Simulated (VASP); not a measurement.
Input:

```
CuInS2
1.0
   -2.70370     2.70370     5.45147
    2.70370    -2.70370     5.45147
    2.70370     2.70370    -5.45147
In Cu S
2 2 4
Direct
  0.50000   0.50000   0.00000
  0.25000   0.75000   0.50000
  0.00000   0.00000   0.00000
  0.75000   0.25000   0.50000
  0.87500   0.89500   0.52000
  0.10500   0.62500   0.98000
  0.37500   0.35500   0.48000
  0.64500   0.12500   0.02000
```

The numbers are results of PBE GGA, VASP's PBE PAW potentials (set 64) (plane waves; VASP 6.6.1), not measurements. Numerical set-up: 300 eV cut-off, 5×5×5 Γ-centred mesh, Fermi-Dirac smearing of 0.020 eV, potentials In_d Cu S.

At this cut-off the stress carries a Pulay error, which pulls relaxed volumes low.

**Question.** Which forces act on the atoms, in eV/Å?

**Answer.** 
```json
[
 {"atom": "In1", "Fx": "0.000", "Fy": "0.000", "Fz": "0.000"},
 {"atom": "In2", "Fx": "0.000", "Fy": "0.000", "Fz": "0.000"},
 {"atom": "Cu3", "Fx": "0.000", "Fy": "0.000", "Fz": "0.000"},
 {"atom": "Cu4", "Fx": "0.000", "Fy": "0.000", "Fz": "0.000"},
 {"atom": "S5", "Fx": "0.795", "Fy": "0.000", "Fz": "0.000"},
 {"atom": "S6", "Fx": "0.000", "Fy": "-0.795", "Fz": "0.000"},
 {"atom": "S7", "Fx": "-0.795", "Fy": "0.000", "Fz": "0.000"},
 {"atom": "S8", "Fx": "0.000", "Fy": "0.795", "Fz": "0.000"}
]
```

**Question.** Give the stress tensor in GPa (positive for a compressed cell).

**Answer.** 
```
7.64  0.00  0.00
0.00  7.64  0.00
0.00  0.00  7.41
```
The pressure is its mean diagonal, 7.56 GPa.

The structure is a typed CuInS2 crystal. The cell was not relaxed at this level.
